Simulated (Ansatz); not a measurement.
Input and command of a plane-wave DFT calculation in Ansatz:

```yaml
crystal:
  lattice:
    - [0.0, 2.5488057606, 2.5488057606]
    - [2.682618063, 0.0, 2.5488057606]
    - [2.682618063, 2.5488057606, 0.0]
  atoms:
    - { symbol: Hf, position: [0.0, 0.0, 0.0] }
    - { symbol: O, position: [0.25, 0.25, 0.25] }
    - { symbol: O, position: [0.75, 0.75, 0.75] }
basis:
  ecutwfc: 420
kpoints:
  mp_grid: { grid: [8, 8, 8] }
hamiltonian:
  xc: pbe
scf:
  occupations: { method: gaussian, width: 0.05 }
output:
  forces: true
  stress: true
  eigenvalues: true
```

```bash
ansatz run input.yaml --threads 1 --pin off --max-ram 2560MiB --backend cpu --events-out ev --progress --plain --runs-dir out
```

Processor: Intel(R) Xeon(R) Platinum 8259CL CPU @ 2.50GHz (Skylake/Cascade Lake), 1 thread, on a host shared with other jobs.

Q: Estimate time, memory and problem size.

A: About 2.4 s on 1 thread of Intel(R) Xeon(R) Platinum 8259CL CPU @ 2.50GHz (Skylake/Cascade Lake), with other jobs on the host, peak memory 0.39 GiB. It solves 23 bands at 59 k points (the mesh reduced by the symmetry that the task leaves, which can be less than the crystal's) with about 677 plane waves, in 6 SCF iterations.
